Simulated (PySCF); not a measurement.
C6H5O (charge -1).
Atom-mapped SMILES: `[O-:1][c:2]1[cH:3][cH:4][cH:5][cH:6][cH:7]1`

Cartesian coordinates in Å at the GFN2-xTB level; atoms count from 1:
```
atom  x, y, z in Å
O1    -1.8346   -1.9821    0.0696
C2    -0.9781   -1.0569    0.0362
C3    -1.3320    0.3310    0.0251
C4    -0.3929    1.3311   -0.0123
C5     0.9667    1.0444   -0.0405
C6     1.3570   -0.2895   -0.0307
C7     0.4326   -1.3031    0.0055
H8    -2.3885    0.5805    0.0481
H9    -0.7150    2.3721   -0.0193
H10    1.7039    1.8404   -0.0686
H11    2.4195   -0.5310   -0.0524
H12    0.7626   -2.3377    0.0132
```

Probes without a nucleus sit at each ring's centroid and 1 Å off its mean plane on both sides; NICS is minus the shielding there, NICSzz its component along the normal. Level: GIAO PBE0/pcSseg-1 (PySCF, non-relativistic, gas phase) on the GFN2-xTB geometry, one conformer.

Ring bond lengths (Å), with Mayer bond orders in brackets: C2–C3 1.432 (1.21), C3–C4 1.372 (1.48), C4–C5 1.390 (1.38), C5–C6 1.390 (1.38), C6–C7 1.372 (1.48), C7–C2 1.432 (1.21).

Task: Give the NICS values of each ring in ppm.

Result: 
```tsv
ring	type	NICS(0)	NICS(1), two faces	NICS(1)zz, two faces	rms pucker (Å)	centre to ring atoms, mean (Å)
C2–C3–C4–C5–C6–C7	6-membered carbocycle; formal bonds all aromatic	-5.1	-7.4 / -7.4	-17.6 / -17.6	0.00	1.40
```

Task: What do they say, and how far can they be read as aromaticity?

Result: 
- C2–C3–C4–C5–C6–C7: mean NICS(1)zz -17.6 ppm, shielded.

Task: What does the geometric index give? HOMA = 1 − mean of α(R − Ropt)² over the ring bonds, with Krygowski's 1993 parameters (CC: Ropt 1.388 Å, α 257.7 Å⁻²).

Result: 
- C2–C3–C4–C5–C6–C7: HOMA 0.81 = 1 − EN − GEO, with mean bond length 1.398 Å, EN = α(Ropt − mean)² = 0.027 and GEO = α × variance = 0.164.

Task: List the ring angles and the Hirshfeld charges of the ring atoms.

Result: 
- C2–C3–C4–C5–C6–C7: C2 114.2° (+0.034 e), C3 122.5° (-0.132 e), C4 121.3° (-0.101 e), C5 118.2° (-0.149 e), C6 121.3° (-0.101 e), C7 122.5° (-0.132 e); sum 720.0° against 720° for a flat convex ring.

Task: How shielded are the nuclei of the rings and their hydrogens (means over atoms taken as equivalent)?

Result: 
| atoms | environment | σ isotropic (ppm) |
| --- | --- | --- |
| C2 | aromatic carbon bearing oxygen | 7.7 |
| C3 (×2) | aromatic CH carbon | 63.5 |
| C4 (×2) | aromatic CH carbon | 55.4 |
| C5 | aromatic CH carbon | 88.3 |
| H8 (×2) | aromatic hydrogen | 25.82 |
| H9 (×2) | aromatic hydrogen | 25.14 |
| H10 | aromatic hydrogen | 26.60 |
